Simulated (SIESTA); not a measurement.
# VBiO4 (C2/c) in SIESTA: a series of runs

Runs on VBiO4. Level: LDA. Tasks: band structure, single point.

Everything below comes from runs of SIESTA 5.4.2. Logs are shortened: lines on timing, memory, paths and dates and some standing lists are left out, and cuts for length are marked.

### 1 Starting point

It takes space group C2/c (No. 15, monoclinic). Conventional cell: a = 7.338 Å, b = 11.748 Å, c = 5.177 Å, α = 90.00°, β = 134.88°, γ = 90.00°. Bi (site symmetry 2) has 8 O at 2.43 to 2.54 Å as nearest neighbours. Around V (site symmetry 2) lie 4 O at 1.75 to 1.77 Å. O (site symmetry 1) is surrounded by 1 V at 1.77 Å. Around O (site symmetry 1) lie 1 V at 1.75 Å.

The cell is a database's computed one.

### 2 Band structure, LDA, collinear spin, ferromagnetic start

The input, VBiO4.fdf:

```
SystemName                      VBiO4
SystemLabel                     VBiO4
NumberOfSpecies                 3
NumberOfAtoms                   12
%block ChemicalSpeciesLabel
  1  83 Bi
  2  23 V
  3   8 O
%endblock ChemicalSpeciesLabel

LatticeConstant                 1.0 Ang
%block LatticeVectors
     3.6689510000    -5.8738630000     0.0000000000
     3.6689510000     5.8738630000     0.0000000000
    -3.6531410000     0.0000000000     3.6688590000
%endblock LatticeVectors
AtomicCoordinatesFormat         Fractional
%block AtomicCoordinatesAndAtomicSpecies
     0.6268820000     0.3731180000     0.2500000000  1  Bi
     0.3731180000     0.6268820000     0.7500000000  1  Bi
     0.1272740000     0.8727260000     0.2500000000  2  V
     0.8727260000     0.1272740000     0.7500000000  2  V
     0.6504690000     0.0616240000     0.8594130000  3  O
     0.9383760000     0.3495310000     0.6405870000  3  O
     0.3495310000     0.9383760000     0.1405870000  3  O
     0.0616240000     0.6504690000     0.3594130000  3  O
     0.2008290000     0.2962930000     0.1377400000  3  O
     0.7037070000     0.7991710000     0.3622600000  3  O
     0.7991710000     0.7037070000     0.8622600000  3  O
     0.2962930000     0.2008290000     0.6377400000  3  O
%endblock AtomicCoordinatesAndAtomicSpecies

%block kgrid.MonkhorstPack
    6   0   0  0.0
    0   6   0  0.0
    0   0   7  0.0
%endblock kgrid.MonkhorstPack
XC.Functional                   LDA
XC.Authors                      PW92
PAO.BasisSize                   DZP
PAO.EnergyShift                 0.003 Ry
Mesh.Cutoff                     800 Ry
Spin                            polarized
%block DM.InitSpin
    1   0.000
    2   0.000
    3   2.000
    4   2.000
    5   0.000
    6   0.000
    7   0.000
    8   0.000
    9   0.000
   10   0.000
   11   0.000
   12   0.000
%endblock DM.InitSpin
OccupationFunction              FD
ElectronicTemperature           0.05 eV
MaxSCFIterations                200
SCF.MustConverge                false
SCF.Mixer.Method                Pulay
SCF.Mixer.Weight                0.1
SCF.Mixer.History               10
SCF.DM.Tolerance                5.0e-05
SCF.H.Tolerance                 1.0e-03 eV
WriteForces                     true
Charge.Mulliken                 end
BandLinesScale                  ReciprocalLatticeVectors
%block BandLines
    1    0.000000  -0.500000   0.500000  X
   11    0.000000   0.000000   0.000000  \Gamma
   11    0.000000   0.500000   0.000000  Y
    1    0.000000   0.000000   0.500000  L
   14    0.000000   0.000000   0.000000  \Gamma
   11   -0.500000   0.000000   0.000000  Z
    1   -0.500000  -0.500000   0.500000  N
   14    0.000000   0.000000   0.000000  \Gamma
    9   -0.500000   0.500000   0.000000  M
    1   -0.500000   0.000000   0.500000  R
   11    0.000000   0.000000   0.000000  \Gamma
%endblock BandLines
%block PAO.Basis
  Bi 4
  n=6 0 2
    5.772 0.000
  n=6 1 2
    8.049 0.000
  n=5 2 2
    3.889 0.000
  n=6 2 1
    8.049
  V 5
  n=3 0 2
    3.003 0.000
  n=4 0 2
    8.378 0.000
  n=3 1 2
    3.387 0.000
  n=4 1 1
    8.378
  n=3 2 2
    5.749 0.000
%endblock PAO.Basis
```

Potentials or basis: PseudoDojo 0.4 standard (LDA files), DZP (energy shift 0.003 Ry; two zetas on semicore shells).

Started as:

```console
siesta < VBiO4.fdf > VBiO4.out 2>&1
```

VBiO4.out:

```text
Version         : 5.4.2

                           ***********************
                           *  WELCOME TO SIESTA  *
                           ***********************

 NOTE: Siesta V5 introduces some new defaults for basis-set generation
 NOTE: which might lead to slightly different numerical results.
 NOTE: Please see the manual for full details and compatibility measures.

reinit: Reading from standard input
reinit: Dumping input in INPUT_TMP.01515
************************** Dump of input data file ****************************
SystemName                      VBiO4
SystemLabel                     VBiO4
NumberOfSpecies                 3
NumberOfAtoms                   12
%block ChemicalSpeciesLabel
  1  83 Bi
  2  23 V
  3   8 O
%endblock ChemicalSpeciesLabel
LatticeConstant                 1.0 Ang
%block LatticeVectors
     3.6689510000    -5.8738630000     0.0000000000
     3.6689510000     5.8738630000     0.0000000000
    -3.6531410000     0.0000000000     3.6688590000
%endblock LatticeVectors
AtomicCoordinatesFormat         Fractional
%block AtomicCoordinatesAndAtomicSpecies
     0.6268820000     0.3731180000     0.2500000000  1  Bi
     0.3731180000     0.6268820000     0.7500000000  1  Bi
     0.1272740000     0.8727260000     0.2500000000  2  V
     0.8727260000     0.1272740000     0.7500000000  2  V
     0.6504690000     0.0616240000     0.8594130000  3  O
     0.9383760000     0.3495310000     0.6405870000  3  O
     0.3495310000     0.9383760000     0.1405870000  3  O
     0.0616240000     0.6504690000     0.3594130000  3  O
     0.2008290000     0.2962930000     0.1377400000  3  O
     0.7037070000     0.7991710000     0.3622600000  3  O
     0.7991710000     0.7037070000     0.8622600000  3  O
     0.2962930000     0.2008290000     0.6377400000  3  O
%endblock AtomicCoordinatesAndAtomicSpecies
%block kgrid.MonkhorstPack
    6   0   0  0.0
    0   6   0  0.0
    0   0   7  0.0
%endblock kgrid.MonkhorstPack
XC.Functional                   LDA
XC.Authors                      PW92
PAO.BasisSize                   DZP
PAO.EnergyShift                 0.003 Ry
Mesh.Cutoff                     800 Ry
Spin                            polarized
%block DM.InitSpin
    1   0.000
    2   0.000
    3   2.000
    4   2.000
    5   0.000
    6   0.000
    7   0.000
    8   0.000
    9   0.000
   10   0.000
   11   0.000
   12   0.000
%endblock DM.InitSpin
OccupationFunction              FD
ElectronicTemperature           0.05 eV
MaxSCFIterations                200
SCF.MustConverge                false
[... 1020 lines left out ...]

Species: Bi
Atom  Qatom  Qorb
               6s      6s      6py     6pz     6px     6py     6pz     6px
               5dxy    5dyz    5dz2    5dxz    5dx2-y2 5dxy    5dyz    5dz2
               5dxz    5dx2-y2 6dxy    6dyz    6dz2    6dxz    6dx2-y2
   1  6.851   0.982   0.015   0.174   0.103   0.100   0.054   0.107   0.107
              0.972   0.971   0.972   0.971   0.972   0.030   0.030   0.031

              0.030   0.031   0.040   0.038   0.037   0.039   0.044
   2  6.851   0.982   0.015   0.174   0.103   0.100   0.054   0.107   0.107
              0.972   0.971   0.972   0.971   0.972   0.030   0.030   0.031

              0.030   0.031   0.040   0.038   0.037   0.039   0.044

Species: V
Atom  Qatom  Qorb
               3s      3s      4s      4s      3py     3pz     3px     3py
               3pz     3px     4py     4pz     4px     3dxy    3dyz    3dz2
               3dxz    3dx2-y2 3dxy    3dyz    3dz2    3dxz    3dx2-y2
   3  5.805   0.960   0.029   0.024   0.105   0.962   0.961   0.961   0.040
              0.039   0.040   0.068   0.066   0.070   0.220   0.222   0.214

              0.235   0.215   0.086   0.089   0.077   0.066   0.059
   4  5.805   0.960   0.029   0.024   0.105   0.962   0.961   0.961   0.040
              0.039   0.040   0.068   0.066   0.070   0.220   0.222   0.214

              0.235   0.215   0.086   0.089   0.077   0.066   0.059

Species: O
Atom  Qatom  Qorb
               2s      2s      2py     2pz     2px     2py     2pz     2px
               3Pdxy   3Pdyz   3Pdz2   3Pdxz   3Pdx2-y2
   5  3.345   0.985  -0.046   0.905   0.932   0.848  -0.107  -0.109  -0.078
              0.003   0.003   0.002   0.003   0.004
   6  3.345   0.985  -0.046   0.905   0.932   0.848  -0.107  -0.109  -0.078
              0.003   0.003   0.002   0.003   0.004
   7  3.345   0.985  -0.046   0.905   0.932   0.848  -0.107  -0.109  -0.078
              0.003   0.003   0.002   0.003   0.004
   8  3.345   0.985  -0.046   0.905   0.932   0.848  -0.107  -0.109  -0.078
              0.003   0.003   0.002   0.003   0.004
   9  3.327   0.979  -0.040   0.895   0.829   0.909  -0.099  -0.064  -0.095
              0.003   0.003   0.004   0.003   0.002
  10  3.327   0.979  -0.040   0.895   0.829   0.909  -0.099  -0.064  -0.095
              0.003   0.003   0.004   0.003   0.002
  11  3.327   0.979  -0.040   0.895   0.829   0.909  -0.099  -0.064  -0.095
              0.003   0.003   0.004   0.003   0.002
  12  3.327   0.979  -0.040   0.895   0.829   0.909  -0.099  -0.064  -0.095
              0.003   0.003   0.004   0.003   0.002

mulliken: Qtot =       52.000

mulliken: Spin DOWN

Species: Bi
Atom  Qatom  Qorb
               6s      6s      6py     6pz     6px     6py     6pz     6px
               5dxy    5dyz    5dz2    5dxz    5dx2-y2 5dxy    5dyz    5dz2
               5dxz    5dx2-y2 6dxy    6dyz    6dz2    6dxz    6dx2-y2
   1  6.851   0.982   0.015   0.174   0.103   0.100   0.054   0.107   0.107
              0.972   0.971   0.972   0.971   0.972   0.030   0.030   0.031

              0.030   0.031   0.040   0.038   0.037   0.039   0.044
   2  6.851   0.982   0.015   0.174   0.103   0.100   0.054   0.107   0.107
              0.972   0.971   0.972   0.971   0.972   0.030   0.030   0.031

              0.030   0.031   0.040   0.038   0.037   0.039   0.044

Species: V
Atom  Qatom  Qorb
               3s      3s      4s      4s      3py     3pz     3px     3py
               3pz     3px     4py     4pz     4px     3dxy    3dyz    3dz2
               3dxz    3dx2-y2 3dxy    3dyz    3dz2    3dxz    3dx2-y2
   3  5.805   0.960   0.029   0.024   0.105   0.962   0.961   0.961   0.040
              0.039   0.040   0.068   0.066   0.070   0.220   0.222   0.214

              0.235   0.215   0.086   0.089   0.077   0.066   0.059
   4  5.805   0.960   0.029   0.024   0.105   0.962   0.961   0.961   0.040
              0.039   0.040   0.068   0.066   0.070   0.220   0.222   0.214

              0.235   0.215   0.086   0.089   0.077   0.066   0.059

Species: O
Atom  Qatom  Qorb
               2s      2s      2py     2pz     2px     2py     2pz     2px
               3Pdxy   3Pdyz   3Pdz2   3Pdxz   3Pdx2-y2
   5  3.345   0.985  -0.046   0.905   0.932   0.848  -0.107  -0.109  -0.078
              0.003   0.003   0.002   0.003   0.004
   6  3.345   0.985  -0.046   0.905   0.932   0.848  -0.107  -0.109  -0.078
              0.003   0.003   0.002   0.003   0.004
   7  3.345   0.985  -0.046   0.905   0.932   0.848  -0.107  -0.109  -0.078
              0.003   0.003   0.002   0.003   0.004
   8  3.345   0.985  -0.046   0.905   0.932   0.848  -0.107  -0.109  -0.078
              0.003   0.003   0.002   0.003   0.004
   9  3.327   0.979  -0.040   0.895   0.829   0.909  -0.099  -0.064  -0.095
              0.003   0.003   0.004   0.003   0.002
  10  3.327   0.979  -0.040   0.895   0.829   0.909  -0.099  -0.064  -0.095
              0.003   0.003   0.004   0.003   0.002
  11  3.327   0.979  -0.040   0.895   0.829   0.909  -0.099  -0.064  -0.095
              0.003   0.003   0.004   0.003   0.002
  12  3.327   0.979  -0.040   0.895   0.829   0.909  -0.099  -0.064  -0.095
              0.003   0.003   0.004   0.003   0.002

mulliken: Qtot =       52.000

Mulliken Atomic Populations:
Atom #   charge [q] valence [e]      Sz [e]  Species
     1     1.297577   13.702423    0.000017  Bi
     2     1.297577   13.702423    0.000017  Bi
     3     1.390123   11.609877    0.000004  V
     4     1.390123   11.609877    0.000004  V
     5    -0.689125    6.689125   -0.000002  O
     6    -0.689125    6.689125   -0.000002  O
     7    -0.689125    6.689125   -0.000002  O
     8    -0.689125    6.689125   -0.000002  O
     9    -0.654725    6.654725   -0.000009  O
    10    -0.654725    6.654725   -0.000009  O
    11    -0.654725    6.654725   -0.000009  O
    12    -0.654725    6.654725   -0.000009  O
 Total     0.000000                0.000000

Job completed
```

Run time: 8.8 min. Hardware: 1 thread of Arm Neoverse V2, shared host; peak memory 0.79 GiB.

Results:

```yaml
Free_energy: -12068.8739 eV
Pressure: -9.9 GPa
Largest_force: 0.826 eV/Å
Band_gap_on_the_k_mesh: 1.99 eV, indirect (least direct gap 2.00 eV)
Band_gap_along_the_path: 2.00 eV, indirect (least direct gap 2.15 eV)
Net_moment: 0.00 μB per cell
```

Forces on the atoms (eV/Å):
```
Bi   0.000  0.066  0.000
Bi   0.000 -0.066  0.000
V    0.000  0.116  0.000
V    0.000 -0.116  0.000
O    0.680 -0.378 -0.187
O   -0.680 -0.378  0.187
O   -0.680  0.378  0.187
O    0.680  0.378 -0.187
O   -0.189  0.401 -0.697
O    0.189  0.401  0.697
O    0.189 -0.401  0.697
O   -0.189 -0.401 -0.697
```

Levels at the corners of the path, in eV from the valence-band top:
Spin up:
| point | band 50 | band 51 | band 52 | band 53 | band 54 | band 55 |
| --- | --- | --- | --- | --- | --- | --- |
| X | -0.84 | -0.45 | -0.19 | 2.00 | 2.40 | 2.82 |
| Γ | -0.59 | -0.55 | -0.41 | 2.21 | 2.66 | 2.96 |
| Y | -0.88 | -0.45 | -0.14 | 2.00 | 2.44 | 2.81 |
| L | -0.78 | -0.38 | -0.38 | 2.61 | 2.61 | 2.84 |
| Γ | -0.59 | -0.55 | -0.41 | 2.21 | 2.66 | 2.96 |
| Z | -0.88 | -0.45 | -0.14 | 2.00 | 2.44 | 2.81 |
| N | -0.77 | -0.34 | -0.34 | 2.62 | 2.62 | 2.83 |
| Γ | -0.59 | -0.55 | -0.41 | 2.21 | 2.66 | 2.96 |
| M | -0.84 | -0.64 | -0.59 | 2.75 | 2.75 | 2.84 |
| R | -0.84 | -0.45 | -0.19 | 2.00 | 2.40 | 2.82 |
| Γ | -0.59 | -0.55 | -0.41 | 2.21 | 2.66 | 2.96 |
Spin down:
```csv
point,band 48,band 49,band 50,band 51,band 52,band 53,band 54,band 55,band 56,band 57
X,-1.03,-0.93,-0.84,-0.45,-0.19,2.00,2.40,2.82,2.87,3.53
Γ,-1.48,-0.93,-0.59,-0.55,-0.41,2.21,2.66,2.96,3.16,3.83
Y,-1.06,-0.93,-0.88,-0.45,-0.14,2.00,2.44,2.81,2.85,3.52
L,-1.10,-0.78,-0.78,-0.38,-0.38,2.61,2.61,2.84,2.84,3.34
Γ,-1.48,-0.93,-0.59,-0.55,-0.41,2.21,2.66,2.96,3.16,3.83
Z,-1.06,-0.93,-0.88,-0.45,-0.14,2.00,2.44,2.81,2.85,3.52
N,-1.16,-0.77,-0.77,-0.34,-0.34,2.62,2.62,2.83,2.83,3.30
Γ,-1.48,-0.93,-0.59,-0.55,-0.41,2.21,2.66,2.96,3.16,3.83
M,-0.89,-0.85,-0.84,-0.64,-0.59,2.75,2.75,2.84,2.85,3.33
R,-1.03,-0.93,-0.84,-0.45,-0.19,2.00,2.40,2.82,2.87,3.53
Γ,-1.48,-0.93,-0.59,-0.55,-0.41,2.21,2.66,2.96,3.16,3.83
```

Caveat: spin-orbit coupling is left out, which as a rule narrows the gap of such compounds by several tenths of an eV; the basis of atomic orbitals isn't converged, which shifts pressures, moduli and gaps. As with any semilocal functional, this LDA gap is likely too small.

### 3 Single point, LDA, collinear spin, ferromagnetic start, 12.39 Å³/atom

Changes to VBiO4.fdf since step 2:

```diff
@@ -12,5 +12,5 @@
 %block LatticeVectors
-     3.6689510000    -5.8738630000     0.0000000000
-     3.6689510000     5.8738630000     0.0000000000
-    -3.6531410000     0.0000000000     3.6688590000
+     3.5940534332    -5.7539545993     0.0000000000
+     3.5940534332     5.7539545993     0.0000000000
+    -3.5785661768     0.0000000000     3.5939633112
 %endblock LatticeVectors
@@ -33,5 +33,5 @@
 %block kgrid.MonkhorstPack
-    6   0   0  0.0
-    0   6   0  0.0
-    0   0   7  0.0
+    4   0   0  0.0
+    0   4   0  0.0
+    0   0   5  0.0
 %endblock kgrid.MonkhorstPack
@@ -68,16 +68,2 @@
 Charge.Mulliken                 end
-BandLinesScale                  ReciprocalLatticeVectors
-%block BandLines
-    1    0.000000  -0.500000   0.500000  X
-   11    0.000000   0.000000   0.000000  \Gamma
-   11    0.000000   0.500000   0.000000  Y
-    1    0.000000   0.000000   0.500000  L
-   14    0.000000   0.000000   0.000000  \Gamma
-   11   -0.500000   0.000000   0.000000  Z
-    1   -0.500000  -0.500000   0.500000  N
-   14    0.000000   0.000000   0.000000  \Gamma
-    9   -0.500000   0.500000   0.000000  M
-    1   -0.500000   0.000000   0.500000  R
-   11    0.000000   0.000000   0.000000  \Gamma
-%endblock BandLines
 %block PAO.Basis
```

Potentials or basis: PseudoDojo 0.4 standard (LDA files), DZP (energy shift 0.003 Ry; two zetas on semicore shells).

Started as:

```console
siesta VBiO4.fdf > VBiO4.out 2>&1
```

It took 7.2 min on 1 thread of Arm Neoverse V2, shared host; peak memory 0.9 GiB.

It converged, with:

- Free energy: -12069.1589 eV
- Pressure: 0.9 GPa
- Largest force: 0.189 eV/Å
- Band gap on the k mesh: 2.08 eV, indirect (least direct gap 2.12 eV)
- Net moment: 0.00 μB per cell

Caveat: spin-orbit coupling is left out, which as a rule narrows the gap of such compounds by several tenths of an eV; an odd mesh through Γ misses points on the zone boundary, where band edges often lie; the basis of atomic orbitals isn't converged, which shifts pressures, moduli and gaps.

### 4 Single point, LDA, collinear spin, ferromagnetic start, 12.65 Å³/atom

Changes to VBiO4.fdf since step 3:

```diff
@@ -12,5 +12,5 @@
 %block LatticeVectors
-     3.5940534332    -5.7539545993     0.0000000000
-     3.5940534332     5.7539545993     0.0000000000
-    -3.5785661768     0.0000000000     3.5939633112
+     3.6193645025    -5.7944767414     0.0000000000
+     3.6193645025     5.7944767414     0.0000000000
+    -3.6037681774     0.0000000000     3.6192737459
 %endblock LatticeVectors
```

Started as:

```console
siesta < VBiO4.fdf > VBiO4.out 2>&1
```

Run time: 7.8 min. Hardware: 1 thread of Arm Neoverse V2, shared host; peak memory 0.88 GiB.

Results (log left out):

```yaml
Free_energy: -12069.1359 eV
Pressure: -3.1 GPa
Largest_force: 0.351 eV/Å
Band_gap_on_the_k_mesh: 2.07 eV, indirect (least direct gap 2.11 eV)
Net_moment: 0.00 μB per cell
```

Caveat: spin-orbit coupling is left out, which as a rule narrows the gap of such compounds by several tenths of an eV; an odd mesh through Γ misses points on the zone boundary, where band edges often lie; the basis of atomic orbitals isn't converged, which shifts pressures, moduli and gaps.

### 5 Single point, LDA, collinear spin, ferromagnetic start, 12.91 Å³/atom

Changes to VBiO4.fdf since step 4:

```diff
@@ -12,5 +12,5 @@
 %block LatticeVectors
-     3.6193645025    -5.7944767414     0.0000000000
-     3.6193645025     5.7944767414     0.0000000000
-    -3.6037681774     0.0000000000     3.6192737459
+     3.6443264258    -5.8344399128     0.0000000000
+     3.6443264258     5.8344399128     0.0000000000
+    -3.6286225364     0.0000000000     3.6442350433
 %endblock LatticeVectors
```

Started as:

```console
siesta VBiO4.fdf > VBiO4.out 2>&1
```

Wall time 7 min (1 thread of Arm Neoverse V2, shared host); peak memory 0.8 GiB.

It converged, with:

```yaml
Free_energy: -12069.0383 eV
Pressure: -6.7 GPa
Largest_force: 0.580 eV/Å
Band_gap_on_the_k_mesh: 2.06 eV, indirect (least direct gap 2.10 eV)
Net_moment: 0.00 μB per cell
```

Caveat: spin-orbit coupling is left out, which as a rule narrows the gap of such compounds by several tenths of an eV; an odd mesh through Γ misses points on the zone boundary, where band edges often lie; the basis of atomic orbitals isn't converged, which shifts pressures, moduli and gaps.

### 6 Single point, LDA, collinear spin, ferromagnetic start, 13.18 Å³/atom

Changes to VBiO4.fdf since step 5:

```diff
@@ -12,5 +12,5 @@
 %block LatticeVectors
-     3.6443264258    -5.8344399128     0.0000000000
-     3.6443264258     5.8344399128     0.0000000000
-    -3.6286225364     0.0000000000     3.6442350433
+     3.6689510000    -5.8738630000     0.0000000000
+     3.6689510000     5.8738630000     0.0000000000
+    -3.6531410000     0.0000000000     3.6688590000
 %endblock LatticeVectors
```

Potentials or basis: PseudoDojo 0.4 standard (LDA files), DZP (energy shift 0.003 Ry; two zetas on semicore shells).

Started as:

```console
siesta VBiO4.fdf > VBiO4.out 2>&1
```

It took 6.9 min on 1 thread of Arm Neoverse V2, shared host; peak memory 0.79 GiB.

The run converged. Its results:

- Free energy: -12068.8738 eV
- Pressure: -9.9 GPa
- Largest force: 0.826 eV/Å
- Band gap on the k mesh: 2.04 eV, indirect (least direct gap 2.08 eV)
- Net moment: 0.00 μB per cell

Caveat: spin-orbit coupling is left out, which as a rule narrows the gap of such compounds by several tenths of an eV; an odd mesh through Γ misses points on the zone boundary, where band edges often lie; the basis of atomic orbitals isn't converged, which shifts pressures, moduli and gaps.
